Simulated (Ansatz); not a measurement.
**Ta2H: a hydrostatic pressure series**

The task here is to estimate one member of a computed series from the others.

Computed with Ansatz 0.2.0 (DFT PBEsol, scalar-relativistic, plane waves, PAW, unless a step's input says otherwise).

1 further run of the same task is left out (set aside as unsound or not needed).

**The structure to begin with**

It takes space group P-4m2 (No. 115, tetragonal). Conventional cell: a = 3.347 Å, b = 3.347 Å, c = 3.393 Å, α = 90.00°, β = 90.00°, γ = 90.00°. Ta (site symmetry 2mm) is surrounded by 2 H at 1.89 Å. Around H (site symmetry -4m2) lie 4 Ta at 1.89 Å.

As a file:

```cif
data_structure
_symmetry_space_group_name_H-M 'P-4m2'
_symmetry_Int_Tables_number 115
_cell_length_a 3.3468
_cell_length_b 3.3468
_cell_length_c 3.3930
_cell_angle_alpha 90.000
_cell_angle_beta 90.000
_cell_angle_gamma 90.000
_cell_volume 38.00
loop_
_atom_site_label
_atom_site_type_symbol
_atom_site_symmetry_multiplicity
_atom_site_Wyckoff_symbol
_atom_site_fract_x
_atom_site_fract_y
_atom_site_fract_z
_atom_site_occupancy
Ta1 Ta 2 g 0.50000 0.00000 0.73999 1
H1 H 1 a 0.00000 0.00000 0.00000 1
```

It goes back to an entry of the Materials Project, which need not be the stable form.

This cell was relaxed beforehand with the same method: volume 12.67 Å³/atom, gap on the mesh none (metal).

Set-up of the first run:

File input.yaml:

```yaml
crystal:
  lattice:
    - [3.368343752, 0.0, 0.0]
    - [0.0, 3.368343752, 0.0]
    - [0.0, 0.0, 3.41481302]
  atoms:
    - { symbol: Ta, position: [0.5, 0.0, 0.7399944573] }
    - { symbol: Ta, position: [0.0, 0.5, 0.2600055427] }
    - { symbol: H, position: [0.0, 0.0, 0.0] }
basis:
  ecutwfc: 420
kpoints:
  mp_grid: { grid: [12, 12, 12] }
hamiltonian:
  xc: pbesol
scf:
  occupations: { method: gaussian, width: 0.1 }
output:
  forces: true
  stress: true
  eigenvalues: true
relax:
  adjacent_minimum: "off"
  f_tol: 0.008
  max_steps: 50
  cell: { stress_tol: 0.08, p_target: -2.0 }
```

Steps of the session up to this table: Relaxing at -2 GPa; Target pressure 2 GPa; 5 GPa; Target pressure 10 GPa; 20 GPa; Target pressure 40 GPa.

One table of the session follows, with a row left open; its other results are not shown here.

Lengths are those of the vectors of the cell that was run:

| P (GPa) | V (Å³/atom) | a (Å) | b (Å) | c (Å) | ΔH (eV/atom) |
| --- | --- | --- | --- | --- | --- |
| -2 | 12.79 | 3.356 | 3.356 | 3.407 | -0.159 |
| 0 | 12.67 | 3.347 | 3.347 | 3.393 | 0.000 |
| 2 | 12.55 | 3.338 | 3.338 | 3.379 | 0.157 |
| 5 | 12.39 | 3.326 | 3.326 | 3.359 | 0.391 |
| 10 | ? | ? | ? | ? | ? |
| 20 | 11.69 | 3.273 | 3.273 | 3.274 | 1.516 |
| 40 | 10.99 | 3.217 | 3.217 | 3.185 | 2.927 |

**Question.** Estimate the row for P (GPa) = 10.

Worked estimate for «V (Å³/atom)». A straight line through the neighbours (5, 12.39) and (20, 11.69) gives 12.39 + (11.69 − 12.39) × (10 − 5) / (20 − 5) = 12.16; a parabola fitted to 4 rows on both sides gives 12.14.

**Answer.** V (Å³/atom): 12.13; a (Å): 3.307; b (Å): 3.307; c (Å): 3.328; ΔH (eV/atom): 0.773. In «V (Å³/atom)» the line misses by +0.03 and the parabola by +0.01.

ΔH is E + PV over the energy at zero pressure; a, b and c are the vectors of the computed cell. 
